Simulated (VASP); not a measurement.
Here is a VASP 6.6.1 calculation.

Contents of POSCAR:

```
Se
1.0
    4.3551700000      0.0000000000      0.0000000000
   -2.1775850000      3.7716878578      0.0000000000
    0.0000000000      0.0000000000      4.9494500000
Se
3
Direct
    0.7830000000      0.7830000000      0.5000000000
    0.0000000000      0.2170000000      0.8333333333
    0.2170000000      0.0000000000      0.1666666667
```

Contents of INCAR.step1:

```
SYSTEM = Se
ALGO = Fast
EDIFF = 1E-7
ENCUT = 450
GGA = PE
ISIF = 2
ISMEAR = 0
LASPH = .TRUE.
LCHARG = .TRUE.
LREAL = .FALSE.
LWAVE = .FALSE.
NBANDS = 16
NELM = 60
PREC = Accurate
SIGMA = 0.02
```

File KPOINTS.step1:

```
k-points
0
G
  8 8 6
  0 0 0
```

The input INCAR.step2:

```
SYSTEM = Se
ALGO = Fast
EDIFF = 1E-7
ENCUT = 450
GGA = PE
ICHARG = 11
ISIF = 2
ISMEAR = 0
LASPH = .TRUE.
LCHARG = .FALSE.
LREAL = .FALSE.
LWAVE = .FALSE.
NBANDS = 16
NELM = 60
PREC = Accurate
SIGMA = 0.05
```

KPOINTS.step2

```
path GMKGALHA,LM,KH
10
line-mode
reciprocal
 0.0000000000  0.0000000000  0.0000000000  G
 0.5000000000  0.0000000000  0.0000000000  M

 0.5000000000  0.0000000000  0.0000000000  M
 0.3333333333  0.3333333333  0.0000000000  K

 0.3333333333  0.3333333333  0.0000000000  K
 0.0000000000  0.0000000000  0.0000000000  G

 0.0000000000  0.0000000000  0.0000000000  G
 0.0000000000  0.0000000000  0.5000000000  A

 0.0000000000  0.0000000000  0.5000000000  A
 0.5000000000  0.0000000000  0.5000000000  L

 0.5000000000  0.0000000000  0.5000000000  L
 0.3333333333  0.3333333333  0.5000000000  H

 0.3333333333  0.3333333333  0.5000000000  H
 0.0000000000  0.0000000000  0.5000000000  A

 0.5000000000  0.0000000000  0.5000000000  L
 0.5000000000  0.0000000000  0.0000000000  M

 0.3333333333  0.3333333333  0.0000000000  K
 0.3333333333  0.3333333333  0.5000000000  H
```

Potentials or basis: VASP PAW PBE potentials, release 64 (Se_GW).

Run with:

```sh
$ cat potpaw_PBE.64/Se_GW/POTCAR > POTCAR
$ cp INCAR.step1 INCAR
$ cp KPOINTS.step1 KPOINTS
$ mpirun -np 1 vasp_std > vasp.out
$ cp INCAR.step2 INCAR
$ cp KPOINTS.step2 KPOINTS
$ mpirun -np 1 vasp_std > vasp.out
```

Problem. Estimate the band gap on the k mesh.

Solution. 1.09 eV, indirect (least direct gap 1.17 eV).

Problem. Predict the band gap along the path.

Solution. 0.95 eV, indirect (least direct gap 1.13 eV).

Levels at the corners of the path, in eV from the valence-band top:
| point | band 6 | band 7 | band 8 | band 9 | band 10 | band 11 | band 12 | band 13 |
| --- | --- | --- | --- | --- | --- | --- | --- | --- |
| Γ | -3.80 | -2.20 | -2.20 | -0.42 | 2.04 | 2.04 | 2.44 | 5.99 |
| M | -3.47 | -2.97 | -1.97 | -1.07 | 2.06 | 2.60 | 4.31 | 5.38 |
| M | -3.47 | -2.97 | -1.97 | -1.07 | 2.06 | 2.60 | 4.31 | 5.38 |
| K | -2.92 | -2.92 | -2.68 | -1.64 | 3.17 | 3.17 | 3.98 | 5.83 |
| K | -2.92 | -2.92 | -2.68 | -1.64 | 3.17 | 3.17 | 3.98 | 5.83 |
| Γ | -3.80 | -2.20 | -2.20 | -0.42 | 2.04 | 2.04 | 2.44 | 5.99 |
| Γ | -3.80 | -2.20 | -2.20 | -0.42 | 2.04 | 2.04 | 2.44 | 5.99 |
| A | -3.50 | -1.58 | -1.58 | -1.23 | 1.26 | 1.41 | 1.41 | 6.11 |
| A | -3.50 | -1.58 | -1.58 | -1.23 | 1.26 | 1.41 | 1.41 | 6.11 |
| L | -4.37 | -1.87 | -1.44 | 0.00 | 1.53 | 2.80 | 3.15 | 6.21 |
| L | -4.37 | -1.87 | -1.44 | 0.00 | 1.53 | 2.80 | 3.15 | 6.21 |
| H | -5.03 | -1.19 | -0.23 | -0.23 | 0.95 | 2.95 | 2.95 | 6.50 |
| H | -5.03 | -1.19 | -0.23 | -0.23 | 0.95 | 2.95 | 2.95 | 6.50 |
| A | -3.50 | -1.58 | -1.58 | -1.23 | 1.26 | 1.41 | 1.41 | 6.11 |
| L | -4.37 | -1.87 | -1.44 | 0.00 | 1.53 | 2.80 | 3.15 | 6.21 |
| M | -3.47 | -2.97 | -1.97 | -1.07 | 2.06 | 2.60 | 4.31 | 5.38 |
| K | -2.92 | -2.92 | -2.68 | -1.64 | 3.17 | 3.17 | 3.98 | 5.83 |
| H | -5.03 | -1.19 | -0.23 | -0.23 | 0.95 | 2.95 | 2.95 | 6.50 |

Caveat: the log is that of the step along the path at fixed density, whose energy, stress, charges and moments have no meaning; the mesh misses the band edges, which the band path finds closer together. Expect the measured gap to be larger: semilocal functionals such as PBE lack the derivative discontinuity.
